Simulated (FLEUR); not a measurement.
# Ge (I4_1/amd) in FLEUR: further runs

One crystal, Ge, is run at these levels: SCAN; tasks: band structure, equation of state.

All numbers are computed with FLEUR MaX-R8.1 (later development tree); they aren't measurements. Logs are shortened: lines on timing, memory, paths and dates and some standing lists are left out, and cuts for length are marked.

### Step 1. The crystal as given

It takes space group I4_1/amd (No. 141, tetragonal). The conventional cell has a = 5.149 Å, b = 5.149 Å, c = 2.795 Å, α = 90.00°, β = 90.00°, γ = 90.00°. Ge (site symmetry -4m2) has 6 Ge at 2.67 to 2.79 Å as nearest neighbours.

This isn't the form of Ge at room conditions, which is diamond.

### Step 2. Band structure, SCAN

Contents of inp.xml:

```xml
<?xml version="1.0" encoding="UTF-8" standalone="no"?>
<fleurInput fleurInputVersion="0.39">
   <comment>
      Ge                                                                                                  
   </comment>
   <calculationSetup>
      <cutoffs Kmax="4.21" Gmax="13.0" GmaxXC="13.0" numbands="0"/>
      <scfLoop itmax="80" minDistance="0.0001" maxIterBroyd="30" imix="Anderson" alpha="0.05" precondParam="0.0" spinf="2.0" sdNocoIR="T"/>
      <coreElectrons ctail="F" frcor="F" kcrel="0" coretail_lmax="0"/>
      <xcFunctional name="LibXC" relativisticCorrections="F">
         <LibXCName exchange="mgga_x_scan" correlation="mgga_c_scan"/>
         <AuxGGA exchange="117" correlation="130"/>
      </xcFunctional>
      <magnetism jspins="1"/>
      <soc l_soc="F" theta="0.0" phi="0.0" spav="F"/>
      <expertModes spex="0" secvar="F"/>
      <geometryOptimization l_f="F" forcealpha="1.0" forcemix="BFGS" epsdisp="0.00001" epsforce="0.00001"/>
      <ldaU l_linMix="F" mixParam="0.05" spinf="1.0"/>
   </calculationSetup>
   <cell>
      <bzIntegration valenceElectrons="44.0" mode="hist" fermiSmearingEnergy="0.00183747">
         <kPointListSelection listName="default-1"/>
         <!-- k-points included here -->
         <xi:include xmlns:xi="http://www.w3.org/2001/XInclude" href="kpts.xml"> </xi:include>
      </bzIntegration>
      <!-- symmetry operations included here -->
      <xi:include xmlns:xi="http://www.w3.org/2001/XInclude" href="sym.xml"> </xi:include>
      <bulkLattice scale="1.0">
         <bravaisMatrix>
            <row-1>   -4.8650804795084124     4.8650804795084124     2.6407271787013786</row-1>
            <row-2>    4.8650804795084124    -4.8650804795084124     2.6407271787013786</row-2>
            <row-3>    4.8650804795084124     4.8650804795084124    -2.6407271787013786</row-3>
         </bravaisMatrix>
      </bulkLattice>
   </cell>
   <atomSpecies>
      <species name="Germanium (Ge)" element="Ge" atomicNumber="32">
         <mtSphere radius="2.33" gridPoints="771" logIncrement="0.016"/>
         <atomicCutoffs lmax="9" lnonsphr="9"/>
         <electronConfig flipSpins="F">
            <coreConfig>(1s1/2) (2s1/2) (2p1/2) (2p3/2)</coreConfig>
            <valenceConfig>(3s1/2) (3p1/2) (3p3/2) (4s1/2) (3d3/2) (3d5/2) (4p1/2) (4p3/2)</valenceConfig>
            <stateOccupation state="(4p1/2)" spinUp="0.333333" spinDown="0.333333"/>
            <stateOccupation state="(4p3/2)" spinUp="0.666667" spinDown="0.666667"/>
         </electronConfig>
         <energyParameters s="4" p="4" d="3" f="4"/>
         <lo type="SCLO" l="0" n="3" eDeriv="0"/>
         <lo type="SCLO" l="1" n="3" eDeriv="0"/>
         <lo type="SCLO" l="1" n="3" eDeriv="1"/>
         <lo type="HELO" l="2" n="4" eDeriv="0"/>
         <lo type="HELO" l="2" n="4" eDeriv="1"/>
         <lo type="SCLO" l="3" n="4" eDeriv="2"/>
      </species>
   </atomSpecies>
   <atomGroups>
      <atomGroup species="Germanium (Ge)">
         <relPos label="                   1">-3.000/8.000 3.000/8.000 -1.000/4.000</relPos>
         <relPos label="                   2">3.000/8.000 -3.000/8.000 1.000/4.000</relPos>
         <force calculate="T" relaxXYZ="TTT"/>
      </atomGroup>
   </atomGroups>
   <output dos="F" band="F" slice="F">
      <checks vchk="F" cdinf="F"/>
      <bandDOS minEnergy="-.5*Htr" maxEnergy="0.5*Htr" sigma="0.015" storeEVData="T"/>
      <vacuumDOS vacdos="F" integ="F" star="F" nstars="0" locx1="0.0" locy1="0.0" locx2="0.0" locy2="0.0" nstm="0" tworkf="0.0"/>
      <unfoldingBand unfoldBand="F" supercellX="1" supercellY="1" supercellZ="1"/>
      <plotting iplot="0" polar="F">
         <plot TwoD="T" vec1="  1.0  0.0  0.0" vec2="  0.0  1.0  0.0" vec3="  0.0  0.0  1.0" zero="  0.0  0.0  0.0" file="plot"/>
      </plotting>
      <chargeDensitySlicing numkpt="0" minEigenval="0.0" maxEigenval="0.0" nnne="0" pallst="F"/>
      <specialOutput eonly="F"/>
      <moessbauerParams electricFieldGradient="T" isomerShift="T" coreHyperfine="T" valenceHyperfine="T"/>
      <magneticCircularDichroism mcd="F" energyLo="-10.0" energyUp="0.0"/>
   </output>
  <!-- We include the file relax.xml here to enable relaxations (see documentation) -->
  <xi:include xmlns:xi="http://www.w3.org/2001/XInclude" href="relax.xml"> <xi:fallback/> </xi:include>
</fleurInput>
```

Contents of crystal.txt:

```
Ge
&input cartesian=F /
-2.5744897190  2.5744897190  1.3974126432
2.5744897190  -2.5744897190  1.3974126432
2.5744897190  2.5744897190  -1.3974126432
1.8897261246
1.0 1.0 1.0

2
32 0.5000000000  0.5000000000  0.0000000000
32 0.2500000000  0.7500000000  0.5000000000

&kpt div1=11 div2=11 div3=11 gamma=T /
```

Contents of inp.xml (bands):

```
<?xml version="1.0" encoding="UTF-8" standalone="no"?>
<fleurInput fleurInputVersion="0.39">
   <comment>
      Ge                                                                                                  
   </comment>
   <calculationSetup>
      <cutoffs Kmax="4.21" Gmax="13.0" GmaxXC="13.0" numbands="0"/>
      <scfLoop itmax="80" minDistance="0.0001" maxIterBroyd="30" imix="Anderson" alpha="0.05" precondParam="0.0" spinf="2.0" sdNocoIR="T"/>
      <coreElectrons ctail="F" frcor="F" kcrel="0" coretail_lmax="0"/>
      <xcFunctional name="LibXC" relativisticCorrections="F">
         <LibXCName exchange="mgga_x_scan" correlation="mgga_c_scan"/>
         <AuxGGA exchange="117" correlation="130"/>
      </xcFunctional>
      <magnetism jspins="1"/>
      <soc l_soc="F" theta="0.0" phi="0.0" spav="F"/>
      <expertModes spex="0" secvar="F"/>
      <geometryOptimization l_f="F" forcealpha="1.0" forcemix="BFGS" epsdisp="0.00001" epsforce="0.00001"/>
      <ldaU l_linMix="F" mixParam="0.05" spinf="1.0"/>
   </calculationSetup>
   <cell>
      <bzIntegration valenceElectrons="44.0" mode="hist" fermiSmearingEnergy="0.00183747">
         <kPointListSelection listName="path-1"/>
         <!-- k-points included here -->
         <xi:include xmlns:xi="http://www.w3.org/2001/XInclude" href="kpts.xml"> </xi:include>
      </bzIntegration>
      <!-- symmetry operations included here -->
      <xi:include xmlns:xi="http://www.w3.org/2001/XInclude" href="sym.xml"> </xi:include>
      <bulkLattice scale="1.0">
         <bravaisMatrix>
            <row-1>   -4.8650804795084124     4.8650804795084124     2.6407271787013786</row-1>
            <row-2>    4.8650804795084124    -4.8650804795084124     2.6407271787013786</row-2>
            <row-3>    4.8650804795084124     4.8650804795084124    -2.6407271787013786</row-3>
         </bravaisMatrix>
      </bulkLattice>
   </cell>
   <atomSpecies>
      <species name="Germanium (Ge)" element="Ge" atomicNumber="32">
         <mtSphere radius="2.33" gridPoints="771" logIncrement="0.016"/>
         <atomicCutoffs lmax="9" lnonsphr="9"/>
         <electronConfig flipSpins="F">
            <coreConfig>(1s1/2) (2s1/2) (2p1/2) (2p3/2)</coreConfig>
            <valenceConfig>(3s1/2) (3p1/2) (3p3/2) (4s1/2) (3d3/2) (3d5/2) (4p1/2) (4p3/2)</valenceConfig>
            <stateOccupation state="(4p1/2)" spinUp="0.333333" spinDown="0.333333"/>
            <stateOccupation state="(4p3/2)" spinUp="0.666667" spinDown="0.666667"/>
         </electronConfig>
         <energyParameters s="4" p="4" d="3" f="4"/>
         <lo type="SCLO" l="0" n="3" eDeriv="0"/>
         <lo type="SCLO" l="1" n="3" eDeriv="0"/>
         <lo type="SCLO" l="1" n="3" eDeriv="1"/>
         <lo type="HELO" l="2" n="4" eDeriv="0"/>
         <lo type="HELO" l="2" n="4" eDeriv="1"/>
         <lo type="SCLO" l="3" n="4" eDeriv="2"/>
      </species>
   </atomSpecies>
   <atomGroups>
      <atomGroup species="Germanium (Ge)">
         <relPos label="                   1">-3.000/8.000 3.000/8.000 -1.000/4.000</relPos>
         <relPos label="                   2">3.000/8.000 -3.000/8.000 1.000/4.000</relPos>
         <force calculate="T" relaxXYZ="TTT"/>
      </atomGroup>
   </atomGroups>
   <output dos="F" band="T" slice="F">
      <checks vchk="F" cdinf="F"/>
      <bandDOS minEnergy="-.5*Htr" maxEnergy="0.5*Htr" sigma="0.015" storeEVData="T"/>
      <vacuumDOS vacdos="F" integ="F" star="F" nstars="0" locx1="0.0" locy1="0.0" locx2="0.0" locy2="0.0" nstm="0" tworkf="0.0"/>
      <unfoldingBand unfoldBand="F" supercellX="1" supercellY="1" supercellZ="1"/>
      <plotting iplot="0" polar="F">
         <plot TwoD="T" vec1="  1.0  0.0  0.0" vec2="  0.0  1.0  0.0" vec3="  0.0  0.0  1.0" zero="  0.0  0.0  0.0" file="plot"/>
      </plotting>
      <chargeDensitySlicing numkpt="0" minEigenval="0.0" maxEigenval="0.0" nnne="0" pallst="F"/>
      <specialOutput eonly="F"/>
      <moessbauerParams electricFieldGradient="T" isomerShift="T" coreHyperfine="T" valenceHyperfine="T"/>
      <magneticCircularDichroism mcd="F" energyLo="-10.0" energyUp="0.0"/>
   </output>
  <!-- We include the file relax.xml here to enable relaxations (see documentation) -->
  <xi:include xmlns:xi="http://www.w3.org/2001/XInclude" href="relax.xml"> <xi:fallback/> </xi:include>
</fleurInput>
```

Potentials or basis: all-electron, FLAPW.

Run with:

```
$ inpgen -f crystal.txt -profile fastHighL
$ # inp.xml edited to the form shown
$ fleur_MPI
$ fleur_MPI   # second run, on inp.xml (bands)
```

The log of the run:

```text
Welcome to FLEUR        (www.flapw.de)
      MaX-Release 8.1          (www.max-centre.eu)
 func_ids         267         263         267         263
 MetaGGA potential functional detected - V_tau will be computed
 Auxiliary Potential for radial basis: exchange=         117  correlation=         130
The functional 'SCAN exchange of Sun, Ruzsinszky, and Perdew' is an exchange functional, it belongs to the 'MGGA' family and is defined in the reference(s):
[1] J. Sun, A. Ruzsinszky, and J. P. Perdew.,  Phys. Rev. Lett. 115, 036402 (2015)
The functional 'SCAN correlation of Sun, Ruzsinszky, and Perdew' is a correlation functional, it belongs to the 'MGGA' family and is defined in the reference(s):
[1] J. Sun, A. Ruzsinszky, and J. P. Perdew.,  Phys. Rev. Lett. 115, 036402 (2015)
 Using same functional for VXC and EXC

 ========== k-point set info ==========
 Selected k-point list: default-1
 k-point list type: mesh
 11 x 11 x 11
 Number of k points: 126

 ------------Calculation Setup---------------------------
 Number of MPI-tasks      :            1
 Number of PE/node        :            1
 Number of OMP-threads    :            1
 Most efficient MPI parallelization for:
           1           2           3           6           7           9          14          18          21          42          63         126
 Additional eigenvalue parallelization possible
 Number of basis functions:          417
 Approximate size of matrices (H+S) per k-point:         0.003 GB
 --------------------------------------------------------
The functional 'Hammer, Hansen, and Norskov' is an exchange functional, it belongs to the 'GGA' family and is defined in the reference(s):
[1] B. Hammer, L. B. Hansen, and J. K. Nørskov.,  Phys. Rev. B 59, 7413 (1999)
The functional 'Perdew, Burke & Ernzerhof' is a correlation functional, it belongs to the 'GGA' family and is defined in the reference(s):
[1] J. P. Perdew, K. Burke, and M. Ernzerhof.,  Phys. Rev. Lett. 77, 3865 (1996)
[2] J. P. Perdew, K. Burke, and M. Ernzerhof.,  Phys. Rev. Lett. 78, 1396 (1997)
 Using same functional for VXC and EXC
 Using auxiliary GGA potential for the first iteration of MetaGGA calculation.
 Reset of history
 Reset of history
 Iteration:     1   Distance:      21.11067257 me/bohr^3
The functional 'Hammer, Hansen, and Norskov' is an exchange functional, it belongs to the 'GGA' family and is defined in the reference(s):
[1] B. Hammer, L. B. Hansen, and J. K. Nørskov.,  Phys. Rev. B 59, 7413 (1999)
The functional 'Perdew, Burke & Ernzerhof' is a correlation functional, it belongs to the 'GGA' family and is defined in the reference(s):
[1] J. P. Perdew, K. Burke, and M. Ernzerhof.,  Phys. Rev. Lett. 77, 3865 (1996)
[2] J. P. Perdew, K. Burke, and M. Ernzerhof.,  Phys. Rev. Lett. 78, 1396 (1997)
 Using same functional for VXC and EXC
 Iteration:     2   Distance:      20.34697799 me/bohr^3
The functional 'Hammer, Hansen, and Norskov' is an exchange functional, it belongs to the 'GGA' family and is defined in the reference(s):
[1] B. Hammer, L. B. Hansen, and J. K. Nørskov.,  Phys. Rev. B 59, 7413 (1999)
The functional 'Perdew, Burke & Ernzerhof' is a correlation functional, it belongs to the 'GGA' family and is defined in the reference(s):
[1] J. P. Perdew, K. Burke, and M. Ernzerhof.,  Phys. Rev. Lett. 77, 3865 (1996)
[2] J. P. Perdew, K. Burke, and M. Ernzerhof.,  Phys. Rev. Lett. 78, 1396 (1997)
 Using same functional for VXC and EXC
 Iteration:     3   Distance:      19.28766505 me/bohr^3
The functional 'Hammer, Hansen, and Norskov' is an exchange functional, it belongs to the 'GGA' family and is defined in the reference(s):
[1] B. Hammer, L. B. Hansen, and J. K. Nørskov.,  Phys. Rev. B 59, 7413 (1999)
The functional 'Perdew, Burke & Ernzerhof' is a correlation functional, it belongs to the 'GGA' family and is defined in the reference(s):
[1] J. P. Perdew, K. Burke, and M. Ernzerhof.,  Phys. Rev. Lett. 77, 3865 (1996)
[2] J. P. Perdew, K. Burke, and M. Ernzerhof.,  Phys. Rev. Lett. 78, 1396 (1997)
 Using same functional for VXC and EXC
 Iteration:     4   Distance:       2.22091999 me/bohr^3
The functional 'Hammer, Hansen, and Norskov' is an exchange functional, it belongs to the 'GGA' family and is defined in the reference(s):
[1] B. Hammer, L. B. Hansen, and J. K. Nørskov.,  Phys. Rev. B 59, 7413 (1999)
The functional 'Perdew, Burke & Ernzerhof' is a correlation functional, it belongs to the 'GGA' family and is defined in the reference(s):
[1] J. P. Perdew, K. Burke, and M. Ernzerhof.,  Phys. Rev. Lett. 77, 3865 (1996)
[2] J. P. Perdew, K. Burke, and M. Ernzerhof.,  Phys. Rev. Lett. 78, 1396 (1997)
 Using same functional for VXC and EXC
 Iteration:     5   Distance:       1.72699168 me/bohr^3
The functional 'Hammer, Hansen, and Norskov' is an exchange functional, it belongs to the 'GGA' family and is defined in the reference(s):
[... 46 lines left out ...]
 Using same functional for VXC and EXC
 Iteration:    12   Distance:       0.00109243 me/bohr^3
The functional 'Hammer, Hansen, and Norskov' is an exchange functional, it belongs to the 'GGA' family and is defined in the reference(s):
[1] B. Hammer, L. B. Hansen, and J. K. Nørskov.,  Phys. Rev. B 59, 7413 (1999)
The functional 'Perdew, Burke & Ernzerhof' is a correlation functional, it belongs to the 'GGA' family and is defined in the reference(s):
[1] J. P. Perdew, K. Burke, and M. Ernzerhof.,  Phys. Rev. Lett. 77, 3865 (1996)
[2] J. P. Perdew, K. Burke, and M. Ernzerhof.,  Phys. Rev. Lett. 78, 1396 (1997)
 Using same functional for VXC and EXC
 Iteration:    13   Distance:       0.00085669 me/bohr^3
The functional 'Hammer, Hansen, and Norskov' is an exchange functional, it belongs to the 'GGA' family and is defined in the reference(s):
[1] B. Hammer, L. B. Hansen, and J. K. Nørskov.,  Phys. Rev. B 59, 7413 (1999)
The functional 'Perdew, Burke & Ernzerhof' is a correlation functional, it belongs to the 'GGA' family and is defined in the reference(s):
[1] J. P. Perdew, K. Burke, and M. Ernzerhof.,  Phys. Rev. Lett. 77, 3865 (1996)
[2] J. P. Perdew, K. Burke, and M. Ernzerhof.,  Phys. Rev. Lett. 78, 1396 (1997)
 Using same functional for VXC and EXC
 Iteration:    14   Distance:       0.00010257 me/bohr^3
The functional 'Hammer, Hansen, and Norskov' is an exchange functional, it belongs to the 'GGA' family and is defined in the reference(s):
[1] B. Hammer, L. B. Hansen, and J. K. Nørskov.,  Phys. Rev. B 59, 7413 (1999)
The functional 'Perdew, Burke & Ernzerhof' is a correlation functional, it belongs to the 'GGA' family and is defined in the reference(s):
[1] J. P. Perdew, K. Burke, and M. Ernzerhof.,  Phys. Rev. Lett. 77, 3865 (1996)
[2] J. P. Perdew, K. Burke, and M. Ernzerhof.,  Phys. Rev. Lett. 78, 1396 (1997)
 Using same functional for VXC and EXC
 Iteration:    15   Distance:       0.00008389 me/bohr^3

 ********************************************************************
 Run finished successfully
 Stop message:
   all done
 ********************************************************************
```

Wall time 1.9 min (1 thread of Arm Neoverse V2, shared host); peak memory 0.08 GiB.

Results:

| Quantity | Value |
| --- | --- |
| Free energy | -114258.5297 eV |
| Band gap along the path | none (metal or under the smearing width) |
| Valence electrons inside the program's atomic spheres | Ge 20.32 (radii Ge 2.33 bohr) |

Levels at the corners of the path, in eV from the Fermi level:
```tsv
point	band 18	band 19	band 20	band 21	band 22	band 23	band 24	band 25	band 26	band 27
Γ	-25.12	-13.88	-4.31	-2.46	-2.46	3.55	7.69	7.69	8.49	8.55
X	-25.20	-11.03	-11.03	0.60	0.60	1.98	1.98	7.76	7.76	11.90
M	-25.23	-9.29	-9.29	-6.15	-6.15	6.37	6.37	11.24	11.24	15.98
Γ	-25.12	-13.88	-4.31	-2.46	-2.46	3.55	7.69	7.69	8.49	8.55
Z	-25.18	-7.72	-6.78	-4.05	-3.73	-3.73	3.90	6.85	6.85	11.41
P	-25.18	-7.14	-7.14	-4.57	-4.57	4.37	4.37	4.97	4.97	8.55
N	-25.16	-8.36	-6.69	-2.82	-2.13	-1.35	2.54	3.60	5.76	9.18
Z1	-25.18	-7.72	-6.78	-4.05	-3.73	-3.73	3.90	6.85	6.85	11.41
M	-25.23	-9.29	-9.29	-6.15	-6.15	6.37	6.37	11.24	11.24	15.98
X	-25.20	-11.03	-11.03	0.60	0.60	1.98	1.98	7.76	7.76	11.90
P	-25.18	-7.14	-7.14	-4.57	-4.57	4.37	4.37	4.97	4.97	8.55
```

Core levels (eV from the Fermi level):
```csv
atom,levels
1 Ge,"1s1/2 -10953.7, 2s1/2 -1366.0, 2p1/2 -1214.1, 2p3/2 -1182.2"
2 Ge,"1s1/2 -10953.7, 2s1/2 -1366.0, 2p1/2 -1214.1, 2p3/2 -1182.2"
```

Caveat: the meta-GGA is that of a development version, with a GGA for the radial functions and cores and without core tails.

[end of part 1 of 2]
